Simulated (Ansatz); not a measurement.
## ZnO: largest V_zz and pressure against volume scale

Periodic Kohn-Sham DFT of a crystal at fixed atoms, scaled to volume_scale times the given cell; pressure positive in compression, energy less spherical unpolarised free atoms, largest_vzz the field gradient of largest size among the nuclei. The results are calculated, by Ansatz 0.2.0.

The cell before it is scaled or strained (space group P6_3mc, No. 186):
```
cell vectors (Å)
   3.2494     0.0000     0.0000
  -1.6247     2.8141     0.0000
   0.0000     0.0000     5.2038
atoms (fractions of the cell vectors)
Zn  0.33333  0.66667  0.00000
Zn  0.66667  0.33333  0.50000
O   0.33333  0.66667  0.38210
O   0.66667  0.33333  0.88210
```

Settings of every row: method frozen-core PAW; functional LDA; relativity scalar; k mesh 8x8x5; filling fermi-dirac; smearing width 0.01 eV; wave cutoff 420 eV; paw set soft_2.

Atom start moment: 0 on all atoms.

Limits: PAW files made with PBE.

| row | volume scale | V (Å³/atom) | largest V_zz (1e21 V/m^2) | pressure (GPa) |
| --- | --- | --- | --- | --- |
| 1 | 0.94 | 11.182 | 0.801 | 2.172 |
| 2 | 0.98 | 11.658 | ? | ? |
| 3 | 1 | 11.896 | 0.741 | -7.05 |
| 4 | 1.01 | 12.015 | 0.731 | -8.301 |
| 5 | 1.04 | 12.372 | 0.701 | -11.661 |

Question: what largest V_zz and pressure should row 2 give?

Worked fit of largest V_zz. Take t = volume scale − 1. The shown rows have t = -0.06, 0, 0.01, 0.04. Their means are -0.0025 and 0.7435 1e21 V/m^2; the sums about the means are S_tt = 0.005275 and S_ty = -0.005275, whose ratio is the slope. Least squares give largest V_zz = 0.741 − 1 × t 1e21 V/m^2. All shown rows lie on it to the printed digit. The withheld row has t = -0.02, so the fit gives 0.741 − 1 × (-0.02) = 0.761 1e21 V/m^2.

The calculation gave 0.759 1e21 V/m^2. The fit lies 0.002 1e21 V/m^2 (2 % of the column's range) above it; its largest miss of a shown row is 0.000 1e21 V/m^2.

Worked fit of pressure. Take u = (V_r/V)^(2/3) − 1 with V_r = 11.956 Å³ an atom, which is twice the finite (Eulerian) strain; such expansions in the strain, on which the Birch-Murnaghan equation of state is built, carry the rest volume and the bulk modulus. The shown rows have u = 0.04563, 0.00336, -0.00328, -0.02254. Least squares give pressure = −7.6898 + 189.37 × u + 586.27 × u² GPa; a straight line predicts inner rows, each left out in turn, worse (root mean square 0.39 against 0.007 GPa). The rows lie off it by 0.000, -0.003, 0.004, -0.001. The pressure vanishes at u = 0.0365, or V = 11.33 Å³ an atom, and there the bulk modulus at fixed shape and fractions is B = −V dP/dV = (2/3)(1 + u) dP/du = 160 GPa. Letting shape and atoms relax would as a rule lower it, by much in layered, chain or molecular crystals. The withheld row has u = 0.01697, so the fit gives −7.6898 + 189.37 × (0.01697) + 586.27 × (0.01697)² = -4.307 GPa.

The calculation gave -4.326 GPa. The fit lies 0.019 GPa (0.14 % of the column's range) above it; its largest miss of a shown row is 0.004 GPa.
